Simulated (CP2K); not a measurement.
HfO2 under changes of volume

One of the cells (10.694 Å³/atom); the others are scaled copies at fixed shape and fractional positions:

```xyz
12
Lattice="5.0803 0.0000 0.0000 0.0000 5.1649 0.0000 0.0000 0.0000 4.8909" Properties=species:S:1:pos:R:3 pbc="T T T"
Hf    1.1308    4.0379    1.3307
Hf    3.6710    3.7094    3.5602
Hf    3.9495    1.1270    1.3307
Hf    1.4093    1.4555    3.5602
O     0.9491    0.8452    0.5113
O     3.4892    1.7372    4.3796
O     4.1312    4.3196    0.5113
O     1.5911    3.4277    4.3796
O     0.0000    2.5824    2.3919
O     2.5402    0.0000    2.4990
O     0.0000    0.0000    2.8153
O     2.5402    2.5824    2.0756
```

The cell comes from a database or a generator and needn't be the stable form of this composition.

| Property | Result |
| --- | --- |
| Program | CP2K 2026.2 |
| Functional | PBE |
| Potentials or basis | POTENTIAL_UZH Hf GTH-PBE-q12, O GTH-PBE-q6; TZVP-MOLOPT-PBE-GTH basis |
| Density cutoff | 8163 eV |
| k mesh | 5 × 5 × 6 |
| Occupations | fermi-dirac, width 0.05 eV |
| Spin | no spin polarisation |

| volume (Å³/atom) | energy over the lowest point (meV/atom) | pressure (GPa) | gap on the mesh (eV) | largest force (eV/Å) |
| --- | --- | --- | --- | --- |
| 10.053 | ? | ? | ? | ? |
| 10.267 | 27.39 | 15.4 | 4.01 | 0.352 |
| 10.481 | 11.00 | 9.3 | 3.95 | 0.218 |
| 10.694 | 1.61 | 3.7 | 3.89 | 0.151 |
| 10.908 | 0.00 | -1.3 | 3.84 | 0.198 |
| 11.122 | 4.73 | -5.8 | 3.78 | 0.299 |
| 11.336 | 14.83 | -9.8 | 3.72 | 0.393 |

Task: What does the run at 10.053 Å³/atom give?

Result: Energy over the lowest point 52.40 meV/atom; pressure 22.2 GPa; gap on the mesh 4.07 eV; largest force 0.508 eV/Å.

Worked out: A Birch-Murnaghan fit of order 3 (a polynomial in V^(-2/3)) to the other rows has its minimum at 10.86 Å³/atom with B0 = V·E''(V) = 248 GPa and B' = 4.1 at fixed shape and positions, which overstates the stiffness. It gives 52.86 meV/atom at 10.053 Å³/atom, against the run's 52.40, and -dE/dV = 22.5 GPa, against 22.2. A straight line through the other rows of the gap, of slope -2.9 eV per unit of ln V (its deformation potential), extrapolates to 4.07 eV, against the run's 4.07.

Energies are extrapolated to zero smearing.

Caveats: spin-orbit coupling is left out, which moves the levels of the heavy elements; an odd mesh through Γ misses points on the zone boundary, where band edges often lie; the basis of atomic orbitals isn't converged, which shifts pressures, moduli and gaps.
